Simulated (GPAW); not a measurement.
# Pb in GPAW: convergence with plane-wave cutoff (eV)

The system is Pb.

```
Pb
1.0
     0.00000    3.43900    3.43900
     3.43900    0.00000    3.43900
     3.43900    3.43900    0.00000
Pb
2
Direct
  0.25000 0.25000 0.25000
  0.00000 0.00000 0.00000
```

This isn't the form of Pb at room conditions, which is fcc.

* Program: GPAW 26.7.0
* Task: convergence study
* Functional: PBEsol
* Potentials or basis: PAW data sets generated in the run's folder for this functional
* Cutoff: 200 eV
* Basis: pw
* k mesh: 7 × 7 × 7
* Occupations: fermi-dirac, width 0.05 eV
* Spin: no spin polarisation

These are the settings of the first run; the series varies plane-wave cutoff (eV), with any setting tied to it.

Hardware: 1 thread of Arm Neoverse V2, with other jobs on the host.

| plane-wave cutoff (eV) | energy less the tightest run, at zero smearing (meV/atom) | pressure (GPa) | SCF cycles | CPU time (s) | peak memory (GiB) |
| --- | --- | --- | --- | --- | --- |
| 200 | 967.09 | -3.26 | 9 | 7.5 | 0.13 |
| 250 | 837.95 | -2.68 | 9 | 11 | 0.13 |
| 300 | 528.73 | -5.22 | 9 | 10 | 0.14 |
| 350 | 242.46 | -3.94 | 9 | 14 | 0.14 |
| 400 | 84.38 | -1.91 | 9 | 17 | 0.15 |
| 500 | 5.11 | -0.09 | 9 | 22 | 0.17 |
| 600 | 0.22 | 0.13 | 9 | 25 | 0.18 |
| 800 | 0.08 | 0.13 | 9 | 30 | 0.21 |
| 1000 | 0.00 | 0.13 | 9 | 50 | 0.26 |

Against the tightest run, the energy stays within 1 meV/atom from 600 on; the pressure stays within 0.1 GPa from 600 on. The tightest run that finished is the yardstick and may itself not be fully converged.

The run has no spin-orbit coupling, so splittings on Pb are missing.
